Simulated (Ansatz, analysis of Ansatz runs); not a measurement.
# Migration in LaOF (R-3m): H transfer from O to F, charge 0, part 2 of 2

Aim: the barrier of one jump in LaOF (R-3m) at charge 0: H transfer from O to F. The model is a cell of 36 host atoms with 1 H put in; H is the atom that moves.

Ansatz 0.2.0; plane-wave PAW DFT, PBEsol; relaxation of all atoms of a defect supercell.

So far: The starting structure; Relaxation of the start point, charge 0.

## 3. Relaxation of the end point, charge 0

The end point is relaxed in the same cell and settings, so that the two energies compare. Atoms more than 3.2 Å from the middle of the hop start where the first relaxation left them, the nearer ones on or close to their ideal places, with small random displacements.

Input file q0_M1.end/input.yaml:

```yaml
crystal:
  lattice:
    - [-4.01323028, 6.95111875, 0.0]
    - [-12.03969085, 0.0, 0.0]
    - [-2.00661514, 1.15851979, 6.68937332]
  atoms:
    - { symbol: La, position: [0.13154532, 0.08319735, 0.22633013] }
    - { symbol: La, position: [0.37066624, 0.24511721, 0.77599136] }
    - { symbol: O, position: [0.1884472, 0.12563147, 0.86931681] }
[... 5 atom lines left out ...]
    - { symbol: O, position: [0.1884472, 0.4589648, 0.86931681] }
[... 1 atom line left out ...]
    - { symbol: F, position: [0.06449263, 0.37632842, 0.6130442] }
[... 8 atom lines left out ...]
    - { symbol: La, position: [0.87087889, 0.2472526, 0.77472663] }
[... 1 atom line left out ...]
    - { symbol: O, position: [0.8099121, 0.21152444, 0.12657423] }
[... 1 atom line left out ...]
    - { symbol: F, position: [0.93550737, 0.29033824, 0.3869558] }
[... 1 atom line left out ...]
    - { symbol: La, position: [0.87087889, 0.58058593, 0.77472663] }
    - { symbol: O, position: [0.6884472, 0.4589648, 0.86931681] }
[... 1 atom line left out ...]
    - { symbol: F, position: [0.56449263, 0.37632842, 0.6130442] }
    - { symbol: F, position: [0.93550737, 0.62367158, 0.3869558] }
[... 4 atom lines left out ...]
    - { symbol: F, position: [0.56449263, 0.70966176, 0.6130442] }
[... 1 atom line left out ...]
    - { symbol: H, position: [0.937634, 0.404371, 0.698508] }
basis:
  ecutwfc: 420
  xc_grid: 2
hamiltonian:
  xc: pbesol
kpoints:
  mp_grid: { grid: [1, 1, 1], shift: [0.25, 0.25, 0.25] }
magnetization:
  spin_polarized: true
  initial_magnetization: 1
  spin_locking: { lock_magnetization: hard }
scf:
  occupations: { method: fixed }
  max_iter: 100
output:
  forces: true
relax:
  f_tol: 0.02
  max_steps: 70
  random_displacement: { amplitude: 0.01, seed: 4401 }
```

On the command line:

```console
$ ansatz run input.yaml --threads 4 --pin off --max-ram 7536MiB --backend cpu --events-out ev --progress --plain --runs-dir out
```

Numbers of over 12 decimals in the logs are rounded to 6 here.

Log:

```text
[...]
Crystal: 37 atoms, lattice volume = 559.829 Å³
Basis set: ecut = 420 eV, 10937 PW (Γ), exchange–correlation on 108×162×96 points (8 copies of the dense FFT grid, shifted against one another)
Bands: 182, of which v1, the nominal top of the filled ones, is band 145 counted from 1 (144 counted from 0)
Symmetry: 1 space group operations
k-points: 1
[...]
Starting moments: Σ|m| = 1 μB on 37 of 37 sites
[...]
SCF iter   1: F=—  HF=-90459.162477 eV  |F-HF|=—  |Δ(HF+E_count)|=         —  Δρ=2.07e-1 (↑2.07e-1 ↓2.05e-1)  dr2=1.50e3  dr2_m=4.25e-2  M=1.000 μB ∫|m|=1.036 μB  β_m=0.30  ethr=3.10e-3  ⟨swp⟩=5.0  Hψ=1313  notcnv=0  defer=44
[...]
- { symbol: La, position: [0.887116, 0.230696, 0.774369] }
    - { symbol: O, position: [0.693291, 0.122867, 0.869934] }
    - { symbol: O, position: [0.814724, 0.210093, 0.126843] }
    - { symbol: F, position: [0.570093, 0.041420, 0.612617] }
    - { symbol: F, position: [0.942511, 0.285902, 0.391041] }
    - { symbol: La, position: [0.632385, 0.415177, 0.238456] }
    - { symbol: La, position: [0.886773, 0.587710, 0.781961] }
    - { symbol: O, position: [0.696475, 0.459705, 0.843973] }
    - { symbol: O, position: [0.809248, 0.533646, 0.133947] }
    - { symbol: F, position: [0.574969, 0.375053, 0.611459] }
    - { symbol: F, position: [0.941003, 0.619634, 0.397180] }
    - { symbol: La, position: [0.638821, 0.749122, 0.226728] }
    - { symbol: La, position: [0.873485, 0.909768, 0.780735] }
    - { symbol: O, position: [0.685859, 0.794426, 0.869485] }
    - { symbol: O, position: [0.808747, 0.878523, 0.136950] }
    - { symbol: F, position: [0.574449, 0.701291, 0.616925] }
    - { symbol: F, position: [0.938839, 0.957942, 0.385614] }
    - { symbol: H, position: [0.718334, 0.481494, 0.697877] }
[key lines of the parts left out:]
SCF converged after 5 iterations
Magnetization: 1.0000 μB (145.0000 up, 144.0000 down)
Free energy (F): -90359.572012 eV
Fermi energy:    12.172887 (↑ 12.172887, ↓ 8.361385) eV
```

Wall time 53 s (4 threads of AMD EPYC 9R45, shared host); peak memory 1.4 GiB.

Relaxation path:

| step | energy less that of the first step (eV) | largest force component (eV/Å) |
| --- | --- | --- |
| 1 | 0.0000 | 2.9152 |
| 2 | -1.3497 | 1.2974 |
| 3 | -2.0056 | 1.9591 |
| 4 | -2.2843 | 3.1732 |
| 5 | -2.5748 | 2.0389 |
| 6 | -2.9910 | 1.3587 |
| 7 | -3.1546 | 0.7603 |
| 8 | -3.0642 | 0.7397 |
| 9 | -3.2361 | 0.6147 |
| 10 | -3.2589 | 0.5175 |
| 11 | -3.2826 | 0.2721 |
| 12 | -3.3190 | 0.2017 |
| 13 | -3.3253 | 1.1667 |
| 14 | -3.3386 | 0.2682 |
| 15 | -3.3685 | 0.1538 |
| 16 | -3.3695 | 0.1927 |
| 17 | -3.3704 | 0.0426 |
| 18 | -3.3706 | 0.0079 |

Relaxation step 8 was tried and not accepted.

The atoms that moved most (Å, from the sites as typed, ahead of the random displacement):

| atom | dx | dy | dz | length |
| --- | --- | --- | --- | --- |
| H37 | -0.048 | -1.524 | -0.005 | 1.525 |
| La26 | -0.164 | 0.120 | 0.048 | 0.209 |
| La20 | 0.135 | 0.114 | -0.003 | 0.176 |
| O27 | 0.009 | 0.028 | -0.170 | 0.173 |
| O9 | 0.056 | 0.075 | -0.022 | 0.096 |
| F35 | 0.053 | 0.075 | 0.025 | 0.095 |
| F30 | 0.006 | 0.051 | 0.068 | 0.085 |
| F29 | -0.024 | 0.072 | -0.011 | 0.077 |

Final coordinates:

```xyz
37
Lattice="-4.0132 6.9511 0.0000 -12.0397 0.0000 0.0000 -2.0066 1.1585 6.6894" Properties=species:S:1:pos:R:3 pbc="T T T"
La   -1.9866    1.2102    1.5154
La   -5.9986    3.5086    5.1923
O    -3.9838    2.3642    5.8201
O    -4.0124    2.3441    0.8858
F    -1.9767    1.1974    4.0931
F    -6.0273    3.4872    2.6251
La   -6.0533    1.1761    1.5061
La  -10.0525    3.3122    5.2153
O    -7.9704    2.3913    5.7936
O    -8.0253    2.4532    0.8721
F    -6.0011    1.1447    4.1257
F   -10.0242    3.4958    2.6287
La  -10.0117    1.1676    1.4751
La  -14.0331    3.5288    5.1803
O   -12.1027    2.3521    5.7927
O   -12.0316    2.3623    0.8941
F   -10.0711    1.1568    4.0223
F   -14.0345    3.5067    2.6063
La   -4.0213    4.6534    1.5313
La   -7.8916    7.0636    5.1800
O    -6.0072    5.8270    5.8193
O    -6.0537    5.8102    0.8485
F    -4.0159    4.6725    4.0980
F    -8.0094    7.0045    2.6158
La   -8.0150    4.6720    1.5951
La  -12.2038    7.0700    5.2308
O   -10.0234    5.8190    5.6456
O    -9.9414    5.7804    0.8960
F    -8.0500    4.7051    4.0903
F   -12.0337    7.0012    2.6569
La  -12.0379    4.7032    1.5167
La  -16.0255    6.9762    5.2226
O   -14.0619    5.7748    5.8163
O   -14.0976    5.7804    0.9161
F   -11.9866    4.7078    4.1268
F   -16.0749    6.9727    2.5795
H   -10.0803    5.8017    4.6684
```

Neighbours of H37 at the end:

| atom | distance (Å) |
| --- | --- |
| O27 | 0.979 |
| F35 | 2.264 |
| F11 | 2.358 |
| F29 | 2.379 |
| La26 | 2.537 |
| La8 | 2.549 |
| La20 | 2.578 |
| F30 | 3.050 |
| F12 | 3.079 |

Among the atoms that came to bonding distance: O27–H37 0.98 Å (from 1.91).

Read from the output:

| Item | Value |
| --- | --- |
| free energy | -90359.5720 eV |
| total moment | 1 μB |
| integral of the absolute spin density | 1.020 μB |
| spin contamination | 0.001449 |
| r.m.s. move of the farther half of the atoms | 0.04961 Å |
| largest move from the ideal geometry of this structure, a common shift of the far atoms taken out | 1.561 Å |

The relaxation gained 3.371 eV and ended with a largest force component of 0.0079 eV/Å. The end lies within 1 meV of the start.

## 4. No path, charge 0

Analysis of the runs above: comparison of two relaxed ends, PBEsol.

It gives:

```
outcome            : both ends relax to one structure
largest difference : 0.001666 Å
energy difference  : 3.00e-5 eV
```

## 5. Outcome

```json
{"outcome": "both ends relax to one structure"}
```

In words: Start and end relaxed into one structure, so no band was run. The largest move in the relaxations was 1.6 Å. This doesn't show that a second stable place is lacking: the end was set up from the relaxed start, and an atom can slide across on the way. What this leaves open: one k-point off the zone centre stands for the whole zone; periodic copies of the defect are only 7.1 Å apart; PBEsol makes the gap too small and tends to spread out bound carriers; spin–orbit coupling, which can matter with heavy atoms, is left out.

[Logs are printed without paths, hosts, clocks, repeated set-up lines and the standing remarks that a program may print on its own settings, such as how far it seeks lower states.]

[Hosts, paths, dates, database ids (printed as entryN), source tags and the programs' standing remarks are cut or masked in the printed files.]
